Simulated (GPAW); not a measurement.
# ZrO in GPAW: convergence with plane-wave cutoff (eV)

ZrO:

```
Zr O
1.0
     1.82664   -2.91885    0.00000
     1.82664    2.91885    0.00000
     0.00000    0.00000    2.61994
Zr O
1 1
Direct
  0.00000 0.00000 0.00000
  0.50000 0.50000 0.00000
```

The cell was built by a generator and needn't be a form met in nature.

- Program: GPAW 26.7.0
- Task: convergence study
- Functional: PBE
- Potentials or basis: GPAW PAW data sets (gpaw-data 1.2.1)
- Cutoff: 300 eV
- Basis: pw
- k mesh: 5 × 5 × 6
- Occupations: fermi-dirac, width 0.05 eV
- Spin: no spin polarisation

These are the settings of the first run; the series varies plane-wave cutoff (eV), with any setting tied to it.

Hardware: 1 thread of Arm Neoverse V1 (shared host).

Question: The values tried are 300, 350, 400, 500, 600, 700, 800, 1000, 1200, loosest first. From which on does the energy stay within 1 meV/atom of the tightest run that finished?

Answer: From 800 on.

| plane-wave cutoff (eV) | energy less the tightest run, at zero smearing (meV/atom) | pressure (GPa) | SCF cycles | CPU time (s) | peak memory (GiB) |
| --- | --- | --- | --- | --- | --- |
| 300 | 3635.12 | -40.13 | 10 | 7.2 | 0.13 |
| 350 | 1888.54 | -3.30 | 10 | 7.8 | 0.13 |
| 400 | 964.35 | 22.46 | 10 | 8.5 | 0.13 |
| 500 | 217.34 | 50.35 | 10 | 12 | 0.14 |
| 600 | 42.24 | 59.80 | 10 | 12 | 0.14 |
| 700 | 6.71 | 62.45 | 10 | 18 | 0.16 |
| 800 | 0.91 | 63.08 | 10 | 22 | 0.16 |
| 1000 | 0.32 | 63.17 | 10 | 28 | 0.18 |
| 1200 | 0.00 | 63.16 | 10 | 37 | 0.2 |

Against the tightest run, the pressure stays within 0.1 GPa from 800 on. The tightest run that finished is the yardstick and may itself not be fully converged.

Caveat, for the tightest run too: the k mesh is coarse (spacing up to 0.41 Å⁻¹), so the values aren't converged; a pressure of tens of GPa on the cell as given is suspect, and the run, the potentials or the cell itself is likely at fault.
